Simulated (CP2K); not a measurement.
# RbBr (Fm-3m) in CP2K: notebook

Runs on RbBr. Level: PBE. Tasks: single point.

Everything below comes from runs of CP2K 2026.2. Logs are shortened: lines on timing, memory, paths and dates and some standing lists are left out, and cuts for length are marked.

### Step 1. Starting point

Symmetry: Fm-3m, No. 225, cubic system. Conventional cell: a = 6.854 Å, b = 6.854 Å, c = 6.854 Å, α = 90.00°, β = 90.00°, γ = 90.00°. Around Rb (site symmetry m-3m) lie 6 Br at 3.43 Å. Br (site symmetry m-3m) has 6 Rb at 3.43 Å as nearest neighbours.

### Step 2. Single point, PBE

rbbr_scf.inp reads:

```
&GLOBAL
  PROJECT rbbr_scf
  RUN_TYPE ENERGY_FORCE
  PRINT_LEVEL LOW
&END GLOBAL
&FORCE_EVAL
  METHOD QS
  STRESS_TENSOR ANALYTICAL
  &DFT
    BASIS_SET_FILE_NAME BASIS_ccGRB_UZH
    POTENTIAL_FILE_NAME POTENTIAL_UZH
    &MGRID
      CUTOFF 450
      REL_CUTOFF 60
      NGRIDS 5
    &END MGRID
    &QS
      METHOD GPW
      EPS_DEFAULT 1.0E-10
    &END QS
    &KPOINTS
      SCHEME MONKHORST-PACK 7 7 7
      GAMMA_CENTERED T
      SYMMETRY T
      SYMMETRY_BACKEND SPGLIB
    &END KPOINTS
    &SCF
      SCF_GUESS ATOMIC
      EPS_SCF 1.0E-6
      MAX_SCF 100
      ADDED_MOS 10
      CHOLESKY OFF
      EPS_EIGVAL 1.0E-7
      &DIAGONALIZATION ON
        ALGORITHM STANDARD
      &END DIAGONALIZATION
      &MIXING ON
        METHOD BROYDEN_MIXING
        ALPHA 0.4
        BETA 1.5
        NBUFFER 8
      &END MIXING
      &SMEAR ON
        METHOD FERMI_DIRAC
        ELECTRONIC_TEMPERATURE [K] 580.226
      &END SMEAR
    &END SCF
    &XC
      &XC_FUNCTIONAL PBE
      &END XC_FUNCTIONAL
    &END XC
    &PRINT
      &KPOINTS ON
      &END KPOINTS
      &MULLIKEN ON
      &END MULLIKEN
      &MO ON
        ENERGIES T
        OCCUPATION_NUMBERS T
        &EACH
          QS_SCF 0
        &END EACH
        ADD_LAST NUMERIC
      &END MO
    &END PRINT
  &END DFT
  &SUBSYS
    &CELL
      ABC 4.8465098783 4.8465098783 4.8465098782
      ALPHA_BETA_GAMMA 60.0000000003 60.0000000001 60.0000000005
      PERIODIC XYZ
    &END CELL
    &COORD
      Rb  0.0000000000 0.0000000000 0.0000000000
      Br  4.8465098783 2.7981337828 1.9785793725
    &END COORD
    &KIND Rb
      BASIS_SET ccGRB-D-q9
      POTENTIAL GTH-PBE-q9
    &END KIND
    &KIND Br
      BASIS_SET ccGRB-D-q7
      POTENTIAL GTH-PBE-q7
    &END KIND
    &PRINT
      &ATOMIC_COORDINATES ON
      &END ATOMIC_COORDINATES
      &CELL ON
      &END CELL
    &END PRINT
  &END SUBSYS
  &PRINT
    &FORCES ON
    &END FORCES
    &STRESS_TENSOR ON
    &END STRESS_TENSOR
  &END PRINT
&END FORCE_EVAL
```

Potentials or basis: POTENTIAL_UZH Rb GTH-PBE-q9, Br GTH-PBE-q7; ccGRB-D basis.

Command:

```bash
$ OMP_NUM_THREADS=1 cp2k.psmp -i rbbr_scf.inp -o rbbr_scf.out
```

rbbr_scf.out:

```text

 CP2K| version string:                                       CP2K version 2026.2
 CP2K| Input file name                                              rbbr_scf.inp

 GLOBAL| Force Environment number                                              1
 GLOBAL| Basis set file name                                     BASIS_ccGRB_UZH
 GLOBAL| Potential file name                                       POTENTIAL_UZH
 GLOBAL| MM Potential file name                                     MM_POTENTIAL
 GLOBAL| Coordinate file name                                      __STD_INPUT__
 GLOBAL| Method name                                                        CP2K
 GLOBAL| Project name                                                   rbbr_scf
 GLOBAL| Run type                                                   ENERGY_FORCE
 GLOBAL| FFT library                                                       FFTW3
 GLOBAL| Diagonalization library                                       ScaLAPACK
 GLOBAL| Cholesky decomposition library                                ScaLAPACK
 GLOBAL| DGEMM library                                                      BLAS
 GLOBAL| Direct generalized diagonalization requested                          F
 GLOBAL| Matrix multiplication library                                 ScaLAPACK
 GLOBAL| Global print level                                                  LOW
 GLOBAL| Total number of message passing processes                             1
 GLOBAL| Number of threads for this process                                    1
 GLOBAL| CPU model name                                                  UNKNOWN

 CELL| Volume [angstrom^3]:                                            80.495631
 CELL| Vector a [angstrom]:       4.847     0.000     0.000   |a| =     4.846510
 CELL| Vector b [angstrom]:       2.423     4.197     0.000   |b| =     4.846510
 CELL| Vector c [angstrom]:       2.423     1.399     3.957   |c| =     4.846510
 CELL| Angle (b,c), alpha [degree]:                                    60.000000
 CELL| Angle (a,c), beta  [degree]:                                    60.000000
 CELL| Angle (a,b), gamma [degree]:                                    60.000000
 CELL| Numerically orthorhombic:                                              NO
 CELL| Periodicity                                                           XYZ

 CELL_REF| Volume [angstrom^3]:                                        80.495631
 CELL_REF| Vector a [angstrom     4.847     0.000     0.000   |a| =     4.846510
 CELL_REF| Vector b [angstrom     2.423     4.197     0.000   |b| =     4.846510
 CELL_REF| Vector c [angstrom     2.423     1.399     3.957   |c| =     4.846510
 CELL_REF| Angle (b,c), alpha [degree]:                                60.000000
 CELL_REF| Angle (a,c), beta  [degree]:                                60.000000
 CELL_REF| Angle (a,b), gamma [degree]:                                60.000000
 CELL_REF| Numerically orthorhombic:                                          NO
 CELL_REF| Periodicity                                                       XYZ
[... 10 lines left out ...]

  Total number of            - Atomic kinds:                                   2
                             - Atoms:                                          2
                             - Shell sets:                                     4
                             - Shells:                                        11
                             - Primitive Cartesian functions:                 12
                             - Cartesian basis functions:                     29
                             - Spherical basis functions:                     27

  Maximum angular momentum of- Orbital basis functions:                        2
                             - Local part of the GTH pseudopotential:          2
                             - Non-local part of the GTH pseudopotential:      4

 MODULE QUICKSTEP: ATOMIC COORDINATES IN ANGSTROM

   Atom Kind Element         X             Y             Z       Z(eff)     Mass
      1    1 Rb   37      0.000000      0.000000      0.000000   9.0000  85.4678
      2    2 Br   35      4.846510      2.798134      1.978579   7.0000  79.9040

 SCF PARAMETERS         Density guess:                                    ATOMIC
                        --------------------------------------------------------
                        max_scf:                                             100
[... 7 lines left out ...]
                        --------------------------------------------------------
                        level_shift [a.u.]:                             0.000000
                        added MOs                                        10    0
                        --------------------------------------------------------
                        Mixing method:                            BROYDEN_MIXING
[... 11 lines left out ...]
 *******************************************************************************
 BRILLOUIN| K-point scheme                                        Monkhorst-Pack
 BRILLOUIN| K-Point grid                                             7    7    7
 BRILLOUIN| Gamma-centered k-point mesh                                     ON
 BRILLOUIN| K-point symmetry accuracy                               0.100000E-05
 BRILLOUIN| K-Point point group symmetrization                                ON
 BRILLOUIN| Symmetry backend                                             SPGLIB
 BRILLOUIN| Symmetry reduction method                                    SPGLIB
 BRILLOUIN| Wavefunction type                                            COMPLEX
 BRILLOUIN| List of Kpoints [2 Pi/Bohr]                                       20
 BRILLOUIN| Number           Weight            X              Y              Z
 BRILLOUIN|     1           0.02332       -0.42857       -0.42857       -0.42857
 BRILLOUIN|     2           0.06997       -0.42857       -0.42857       -0.28571
 BRILLOUIN|     3           0.06997       -0.42857       -0.42857       -0.14286
 BRILLOUIN|     4           0.01749       -0.42857       -0.42857        0.00000
 BRILLOUIN|     5           0.03499       -0.42857       -0.42857        0.14286
 BRILLOUIN|     6           0.06997       -0.42857       -0.42857        0.28571
[... 12 lines left out ...]
 BRILLOUIN|    19           0.01749       -0.14286       -0.14286        0.00000
 BRILLOUIN|    20           0.00292        0.00000        0.00000        0.00000
 *******************************************************************************

 Extrapolation method: initial_guess

 Number of electrons:                                                         16
 Number of occupied orbitals:                                                  8
 Number of molecular orbitals:                                                18

 Number of orbital functions:                                                 27
 Number of independent orbital functions:                                     27

 SCF WAVEFUNCTION OPTIMIZATION

  Step     Update method      Time    Convergence         Total energy    Change
  ------------------------------------------------------------------------------
     1 NoMix/Diag. 0.40E+00    0.5     0.96709659       -37.5644635892 -3.76E+01
     2 Broy./Diag. 0.40E+00    0.6     0.01368886       -37.1708671405  3.94E-01
     3 Broy./Diag. 0.40E+00    0.6     0.04870964       -37.4155860788 -2.45E-01
     4 Broy./Diag. 0.40E+00    0.6     0.01099812       -37.6255861889 -2.10E-01
     5 Broy./Diag. 0.40E+00    0.6     0.00628206       -37.6155297189  1.01E-02
     6 Broy./Diag. 0.40E+00    0.6     0.00315546       -37.6099436649  5.59E-03
     7 Broy./Diag. 0.40E+00    0.6     0.00022797       -37.6048316102  5.11E-03
     8 Broy./Diag. 0.40E+00    0.6     0.00015232       -37.6038653616  9.66E-04
     9 Broy./Diag. 0.40E+00    0.6     0.00003897       -37.6037915096  7.39E-05
    10 Broy./Diag. 0.40E+00    0.6     0.00001262       -37.6038740287 -8.25E-05
    11 Broy./Diag. 0.40E+00    0.6     0.00000728       -37.6038917540 -1.77E-05
    12 Broy./Diag. 0.40E+00    0.6     0.00000707       -37.6039051639 -1.34E-05
    13 Broy./Diag. 0.40E+00    0.6     0.00000374       -37.6039120200 -6.86E-06
    14 Broy./Diag. 0.40E+00    0.6     0.00000019       -37.6039176271 -5.61E-06

  *** SCF run converged in    14 steps ***

  Electronic density on regular grids:        -15.9999999974        0.0000000026
  Core density on regular grids:               15.9999999980       -0.0000000020
  Total charge density on r-space grids:        0.0000000006
  Total charge density g-space grids:           0.0000000006

  Overlap energy of the core charge distribution:               0.00000000000000
  Self energy of the core charge distribution:                -74.61993160757149
  Core Hamiltonian energy:                                     16.71853851938039
  Hartree energy:                                              26.71121219472522
  Exchange-correlation energy:                                 -6.41373673362966
  Electronic entropic energy:                                  -0.00000000000000
  Fermi energy:                                                 0.12057072543116

  Total energy:                                               -37.60391762709554
  Total energy (extrapolated to T->0):                        -37.60391762709554

 MO| EIGENVALUES AND OCCUPATION NUMBERS FOR K POINT 1
 MO|
 MO|  Index      Eigenvalue [a.u.]        Eigenvalue [eV]             Occupation
 MO|      1              -0.896538             -24.396045               2.000000
 MO|      2              -0.442581             -12.043253               2.000000
 MO|      3              -0.311856              -8.486034               2.000000
 MO|      4              -0.311856              -8.486034               2.000000
 MO|      5              -0.309705              -8.427503               2.000000
 MO|      6              -0.030113              -0.819417               2.000000
[... 10 lines left out ...]
 MO|     17               0.527415              14.351685               0.000000
 MO|     18               0.530635              14.439307               0.000000
 MO| Sum:                                                              16.000000
 MO| E(Fermi):            0.120571 a.u.          3.280896 eV
 MO| Band gap:            0.272177 a.u.          7.406316 eV

 MO| EIGENVALUES AND OCCUPATION NUMBERS FOR K POINT 2
 MO|
 MO|  Index      Eigenvalue [a.u.]        Eigenvalue [eV]             Occupation
 MO|      1              -0.896558             -24.396580               2.000000
 MO|      2              -0.441860             -12.023628               2.000000
 MO|      3              -0.312571              -8.505490               2.000000
 MO|      4              -0.312437              -8.501838               2.000000
 MO|      5              -0.310860              -8.458939               2.000000
 MO|      6              -0.024875              -0.676871               2.000000
[... 291 lines left out ...]
 MO| EIGENVALUES AND OCCUPATION NUMBERS FOR K POINT 14
 MO|
 MO|  Index      Eigenvalue [a.u.]        Eigenvalue [eV]             Occupation
 MO|      1              -0.896696             -24.400326               2.000000
 MO|      2              -0.442021             -12.027994               2.000000
 MO|      3              -0.311728              -8.482543               2.000000
 MO|      4              -0.311728              -8.482543               2.000000
 MO|      5              -0.310345              -8.444913               2.000000
 MO|      6              -0.019581              -0.532817               2.000000
[... 10 lines left out ...]
 MO|     17               0.566359              15.411415               0.000000
 MO|     18               0.592854              16.132370               0.000000
 MO| Sum:                                                              16.000000
 MO| E(Fermi):            0.120571 a.u.          3.280896 eV
 MO| Band gap:            0.233383 a.u.          6.350685 eV

 [... the levels of further k-points ...]

 !-----------------------------------------------------------------------------!
                     Mulliken Population Analysis

 #  Atom  Element  Kind  Atomic population                           Net charge
       1     Rb       1          8.146047                              0.853953
       2     Br       2          7.853953                             -0.853953
 # Total charge                             16.000000                  0.000000

 !-----------------------------------------------------------------------------!

 ENERGY| Total FORCE_EVAL ( QS ) energy [hartree]            -37.603920742513928

 FORCES| Atomic forces [hartree/bohr]
 FORCES|   Atom     x               y               z               |f|
 FORCES|      1 -1.33052267E-12  2.06883473E-12 -1.15700025E-13   2.46246913E-12
 FORCES|      2  1.33610311E-12 -2.06357570E-12  1.25657103E-13   2.46156574E-12
 FORCES| Sum     5.58043774E-15  5.25902675E-15  9.95707792E-15
 FORCES| Total atomic force                                       1.25674997E-14

 STRESS| Analytical stress tensor [bar]
 STRESS|                        x                   y                   z
 STRESS|      x        1.32459652820E+04   1.06559525682E-01   7.49066188074E-02
 STRESS|      y        1.06559525682E-01   1.32458766537E+04   3.62816123167E-02
 STRESS|      z        7.49066188074E-02   3.62816123167E-02   1.32459205151E+04
 STRESS| 1/3 Trace                                             1.32459208169E+04
 STRESS| Determinant                                           2.32405533135E+12

 STRESS| Eigenvectors and eigenvalues of the analytical stress tensor [bar]
 STRESS|                        1                   2                   3
 STRESS| Eigenvalues   1.32458040729E+04   1.32458790678E+04   1.32460793100E+04
 STRESS|      x          -0.587936987204     -0.307115442779      0.748338295080
 STRESS|      y           0.798486311496     -0.368359558598      0.476162625521
 STRESS|      z           0.129420668486      0.877491504458      0.461799686198
```

It took 10 s on 1 thread of Arm Neoverse V2, shared host; peak memory 0.32 GiB.

Results:

- Free energy: -1023.2547 eV
- Pressure: 1.3 GPa
- Band gap on the k mesh: 4.55 eV, direct
- Mulliken charges: Rb +0.85; Br -0.85 e

Caveat: Mulliken charges move with the basis; an odd mesh through Γ misses points on the zone boundary, where band edges often lie; the basis of atomic orbitals isn't converged, which shifts pressures, moduli and gaps. As with any semilocal functional, this PBE gap is likely too small.

(Continued in part 2 of 2.)
